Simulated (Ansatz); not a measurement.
## Screening in SiC (F-43m)

How strongly does SiC (F-43m) screen? Routes: perturbation theory, a sum over states and the RPA step of G0W0.

Calculated with Ansatz 0.2.0; linear response on PBE, plane waves, PAW.

**What was measured.**

- ε∞ 6.49: high-frequency dielectric constant; visible/NIR optical measurements, literature average; bulk crystal (literature average; scatter up to 0.2) (quoted in “Infrared properties of SiC particles”, 1999, arxiv:astro-ph/9903031).

Report form: the programs' logs are mostly left out.

### Step 1. The structure

Symmetry: F-43m, No. 216, cubic system. The conventional cell has a = 4.358 Å, b = 4.358 Å, c = 4.358 Å, α = 90.00°, β = 90.00°, γ = 90.00°. Nearest to Si lie 4 C at 1.89 Å. C has 4 Si at 1.89 Å nearest. Farther neighbours are not listed.

The cell and positions come from the Crystallography Open Database and are kept as given unless a step says otherwise. The default PAW set here is soft_2. Its files were made with PBE.

### Step 2. Response to a homogeneous field

ε∞ sets how strongly the crystal screens. Perturbation theory gives it with local fields and without a sum over empty bands.

This step: dielectric response by perturbation theory, PBE, plane waves, PAW.

Input file input.yaml:

```yaml
crystal:
  lattice:
    - [0.0, 2.179, 2.179]
    - [2.179, 0.0, 2.179]
    - [2.179, 2.179, 0.0]
  atoms:
    - { symbol: Si, position: [0.0, 0.0, 0.0] }
    - { symbol: C, position: [0.25, 0.25, 0.25] }
kpoints:
  mp_grid: { grid: [8, 8, 8] }
hamiltonian:
  xc: pbe
scf:
  occupations: { method: fixed }
dielectric: {}
```

The run is started by

```bash
> ansatz run input.yaml --threads 2 --pin off --max-ram 92160MiB --backend cuda --events-out ev --progress --plain --runs-dir out --devices 1 --max-vram 13GiB  # rebuilt from the run's record
```

Elapsed: 14 s, on 1 × NVIDIA H100 80GB HBM3 (shared by 6 runs) with 2 threads of AMD EPYC 7R13 (Zen 3), shared host; peak memory 1 GiB.

This step gave:

* stated error of ε∞: 0.02

One over ε∞ averages 0.14, under the quarter of exact exchange in PBE0, which by this rule of thumb may open the gap too far.

High-frequency dielectric tensor:

```
6.96 0.00 0.00
0.00 6.96 0.00
0.00 0.00 6.96
```

Born effective charge (e), principal values of the symmetric part by kind of site:

```tsv
atom	atoms with these values	low	middle	high	mean
Si1	1	2.71	2.71	2.71	2.71
C2	1	-2.71	-2.71	-2.71	-2.71
```

In full for C2:

```
-2.71  0.00  0.00
 0.00 -2.71  0.00
 0.00  0.00 -2.71
```

### Step 3. Independent-particle spectrum

The independent-particle spectrum shows where the oscillator strength lies, before excitons and local fields.

This step: independent-particle optics on PBE, plane waves, PAW.

input.yaml, the sections that differ from step 2:

```yaml
kpoints:
  mp_grid: { grid: [10, 10, 10] }
scf:
  occupations: { method: fixed }
  n_extra_bands: 14
output:
  optics: { e_range: [0, 25], de: 0.1, sigma: 0.2 }
# crystal, hamiltonian: as in step 2
# dielectric: removed
```

Run time: 9.7 s. Hardware: 1 × NVIDIA H100 80GB HBM3 (shared by 6 runs) with 2 threads; peak memory 0.92 GiB.

Numbers from this step:

| Property | Result |
| --- | --- |
| ε∞ without local fields (xx, yy, zz) | 7.196, 7.196, 7.196 |
| electrons in the f-sum (xx, yy, zz) | 6.909, 6.909, 6.909 |
| bands in the explicit sum (the static value is completed to all bands) | 18 |

The sum gives ε∞ = 7.20 without local fields.

The ε₂, xx=yy=zz has structure finer than the step of the table below, so its rows give means over 1 eV, whole bins alone (the curve runs from 0 to 25 eV). Peaks (eV: height): 6.8: 26.0, 8.3: 15.8.

Independent particles, no local fields, Gaussian width 0.2 eV. Table of ε₂, xx=yy=zz by photon energy; means over each step:

photon energy (eV), ε₂, xx=yy=zz and a bar:
```
        3        0.0 
        4        0.0 
        5        3.2 #####
        6       11.1 #################
        7       19.6 ##############################
        8       12.4 ###################
        9       10.3 ################
       10        5.9 #########
       11        3.6 #####
       12        2.7 ####
       13        1.9 ###
       14        1.4 ##
       15        1.2 ##
       16        0.8 #
       17        0.5 #
       18        0.4 #
       19        0.3 #
       20        0.2 
       21        0.2 
       22        0.2 
       23        0.2 
       24        0.2
```

Independent particles, no local fields, Gaussian width 0.2 eV. Loss function, xx=yy=zz against photon energy; read off at these points:

photon energy (eV), loss function, xx=yy=zz and a bar:
```
      4.0       0.00 
      5.0       0.01 
      6.0       0.03 
      7.0       0.04 
      8.0       0.07 
      9.0       0.08 
     10.0       0.10 #
     11.0       0.13 #
     12.0       0.17 #
     13.0       0.19 #
     14.0       0.25 #
     15.0       0.29 ##
     16.0       0.30 ##
     17.0       0.41 ##
     18.0       0.61 ###
     19.0       0.79 ####
     20.0       1.45 ########
     21.0       3.11 #################
     21.7       5.38 ##############################
     22.0       4.50 #########################
     23.0       4.32 ########################
     24.0       3.15 ##################
     25.0       2.36 #############
```

Independent particles, no local fields, Gaussian width 0.2 eV. Table of ε₁, xx=yy=zz by photon energy:

photon energy (eV), ε₁, xx=yy=zz and a bar from the least value:
```
        0        7.2 #################
        1        7.3 #################
        2        7.7 ##################
        3        8.5 ###################
        4       10.3 ######################
        5       14.4 ###########################
        6       16.3 ##############################
        7       -1.7 #####
        8        4.0 #############
        9       -5.2 
       10       -5.1 
       11       -3.9 ##
       12       -2.9 ###
       13       -2.5 ####
       14       -1.9 #####
       15       -1.6 #####
       16       -1.4 #####
       17       -1.0 ######
       18       -0.7 ######
       19       -0.6 ######
       20       -0.3 #######
       21       -0.2 #######
       22        0.0 #######
       23        0.1 #######
       24        0.1 #######
       25        0.2 ########
```

### Step 4. RPA screening from the G0W0 run

Now the one-shot GW correction: screening in the RPA, then the self-energy of the levels asked for.

This step: G0W0 on PBE, plane waves, PAW.

input.yaml, the sections that differ from step 3:

```yaml
kpoints:
  mp_grid: { grid: [6, 6, 6] }
scf:
  occupations: { method: fixed }
gw:
  n_empty_bands: 132
  ecut_chi: 200.0
  qp_bands: [v2, c2]
  qp_kpoints: band_edges
  screening: { model: contour_deformation }
# crystal, hamiltonian: as in step 3
# output: removed
```

Elapsed: 6.5 s, on 1 × NVIDIA H100 80GB HBM3 (shared by 6 runs) with 2 threads; peak memory 1 GiB.

Numbers from this step:

```yaml
bands_summed: 136
rpa_eps_infinity_on_this_mesh_eigenvalues: 7.140, 7.140, 7.140
plane_waves_in_the_screening_matrix: 137
g0w0_gap_on_the_mesh: 2.244 eV
k_of_the_valence_top: 0, 0, 0
k_of_the_conduction_bottom: 0, -0.5, -0.5
starting_gap_on_the_mesh: 1.353 eV
least_direct_g0w0_gap_on_the_computed_points: 5.617 eV
```

The gap on the mesh goes from 1.35 eV to 2.24 eV, a correction of +0.89 eV. Between the two edge states, bare exchange in place of the xc potential would open the gap by 6.83 eV, and correlation takes back 5.94 eV.

Mean over the mesh in bins of 0.25 1/Å. The static inverse dielectric function, diagonal by length of q+G:

```tsv
length of q+G (Å⁻¹)	static inverse dielectric function, diagonal
0.44	0.192
0.77	0.253
1.24	0.362
1.49	0.420
1.78	0.489
2.03	0.548
2.49	0.643
2.76	0.694
3.00	0.734
3.51	0.802
3.78	0.832
4.00	0.855
4.24	0.876
4.75	0.916
5.00	0.931
5.25	0.943
5.76	0.962
6.00	0.969
6.25	0.975
6.51	0.980
6.99	0.987
7.19	0.989
```

### Step 5. The values together

Times are wall times on 1 × NVIDIA H100 80GB HBM3 (shared by 6 runs) with 2 threads of AMD EPYC 7R13 (Zen 3), shared host, good to a factor of about two.

```tsv
method	mesh	ε∞, low	middle	high	mean	time
perturbation theory (local fields and xc kernel)	8×8×8 (response on 512 points)	6.96	6.96	6.96	6.96	14 s
sum over states (no local fields)	10×10×10	7.20	7.20	7.20	7.20	9.7 s
RPA with local fields, on the GW mesh	6×6×6	7.14	7.14	7.14	7.14	6.5 s
```

### Step 6. Results

| Property | Result |
| --- | --- |
| perturbation theory (local fields and xc kernel) | 6.96, 6.96, 6.96 |
| sum over states (no local fields) | 7.20, 7.20, 7.20 |
| RPA with local fields, on the GW mesh | 7.14, 7.14, 7.14 |

In words: Mean Born effective charge: Si1 2.71, C2 -2.71 e. Distinct peaks of the ε₂, xx=yy=zz stand at 6.8 and 8.3 eV; the one at 6.8 eV is strongest. The loss function, xx=yy=zz has its highest peak at 21.7 eV. The sum without local fields gives 7.20 in the mean against 6.96 by perturbation theory; local fields lower ε∞ and the xc kernel gives part of it back, though the sum also carries the error of its own mesh. The RPA values on the 6×6×6 mesh average 1.03 times those of perturbation theory (means 7.14 and 6.96). Without the xc kernel RPA should lie a little lower; it lies higher here. Perturbation theory sums its response on a denser mesh of its own, so the coarser sum of the GW run is the likely cause. Against experiment, the principal values 6.96 of the first method stand beside the measured 6.49 (high-frequency dielectric constant, quoted 1999); the mean is +7 % off. PBE usually puts the gap too low, which tends to raise ε∞. Ions are clamped, so the lattice part of the static constant is not in these numbers.

[Paths, hosts, dates, memory and timing lines, banners, echoed tables and standing remarks are left out of the program output.]

[Logs are printed without paths, hosts, clocks, repeated set-up lines and the standing remarks that a program may print on its own settings, such as how far it seeks lower states.]

[Runs of the session that timed out or met a known fault of the program may be left out.]

[Cells called generated may have been cut or substituted from an entry of the Crystallography Open Database or the Materials Project.]

[Hosts, paths, dates, database ids (printed as entryN), source tags and the programs' standing remarks are cut or masked in the printed files.]
